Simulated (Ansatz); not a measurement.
# MgO2 under changes of volume

One of the cells (10.390 Å³/atom); the others are scaled copies at fixed shape and fractional positions:

```
CELL_PARAMETERS angstrom
1.60476 0.92651 3.49398
-1.60476 0.92651 3.49398
0.00000 -1.85302 3.49398
ATOMIC_POSITIONS crystal
Mg 0.00000 0.00000 0.00000
O 0.57121 0.57121 0.57121
O 0.42879 0.42879 0.42879
```

The cell comes from a database or a generator and needn't be the stable form of this composition.

| Quantity | Value |
| --- | --- |
| Program | Ansatz 0.2.0 |
| Functional | LDA |
| Potentials or basis | Ansatz PAW |
| Cutoff | 420 eV (not typed: the program's choice for these potentials) |
| k mesh | 10 × 10 × 10 |
| Occupations | fermi-dirac, width 0.05 eV |
| Spin | no spin polarisation |

```tsv
volume (Å³/atom)	energy over the lowest point (meV/atom)	pressure (GPa)	gap on the mesh (eV)	largest force (eV/Å)
9.766	0.00	-2.3	2.58	0.164
9.974	4.90	-5.2	2.44	0.266
10.182	13.39	-7.8	2.31	0.362
10.390	25.01	-10.1	2.19	0.450
10.598	39.54	-12.2	2.07	0.532
10.805	56.58	-14.1	1.95	0.608
11.013	?	?	?	?
```

Q: What does the run at 11.013 Å³/atom give?

A: Energy over the lowest point 75.91 meV/atom; pressure -15.7 GPa; gap on the mesh 1.85 eV; largest force 0.679 eV/Å.

Worked out: A Birch-Murnaghan fit of order 3 (a polynomial in V^(-2/3)) to the other rows has its minimum at 9.61 Å³/atom, just outside them, with B0 = V·E''(V) = 151 GPa and B' = 3.8 at fixed shape and positions, which overstates the stiffness. It gives 76.03 meV/atom at 11.013 Å³/atom, against the run's 75.91, and -dE/dV = -15.8 GPa, against -15.7. A straight line through the other rows of the gap, of slope -6.19 eV per unit of ln V (its deformation potential), extrapolates to 1.83 eV, against the run's 1.85.

Energies are extrapolated to zero smearing.

Caveats: the PAW data sets come from PBE, with cores solved anew for the run's functional, which leaves a small shift of forces and pressure.

A mesh can miss the band edges.
